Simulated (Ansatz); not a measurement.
**Sb in Ansatz: the effect of functional**

Crystal: Sb.

```
CELL_PARAMETERS angstrom
-1.59487 1.55125 2.72767
1.54722 -1.56493 2.70791
1.61542 1.58547 -2.73561
ATOMIC_POSITIONS crystal
Sb 0.00000 0.00000 0.00000
```

This isn't the form of Sb at room conditions, which is rhombohedral.

The cell isn't the ideal one: cell sheared at random, sigma 0.01, atoms nudged by 0.01 Å.

Alike in all runs:

| Property | Result |
| --- | --- |
| Program | Ansatz 0.2.0 |
| Potentials or basis | Ansatz PAW |
| k mesh | 6 × 6 × 7 |
| Occupations | fermi-dirac, width 0.05 eV |
| Spin | no spin polarisation |

Q: One run gave: pressure 1.1 GPa. Which functional did it use?
A. LDA
B. HSE06
C. PBEsol
D. r2SCAN
E. PBE0

A: D.

```csv
functional,cutoff,pressure (GPa)
LDA,420 eV (not typed: the program's choice for these potentials),-2.6
PBEsol,420 eV (not typed: the program's choice for these potentials),-1.4
r2SCAN,500 eV (not typed: the program's choice for these potentials),1.1
HSE06,420 eV (not typed: the program's choice for these potentials),-0.5
PBE0,420 eV (not typed: the program's choice for these potentials),-0.7
```

Caveats: all runs use coarse meshes; the PAW data sets come from PBE, with cores solved anew for the run's functional, which leaves a small shift of forces and pressure; the thresholds are loose for stress (some runs).
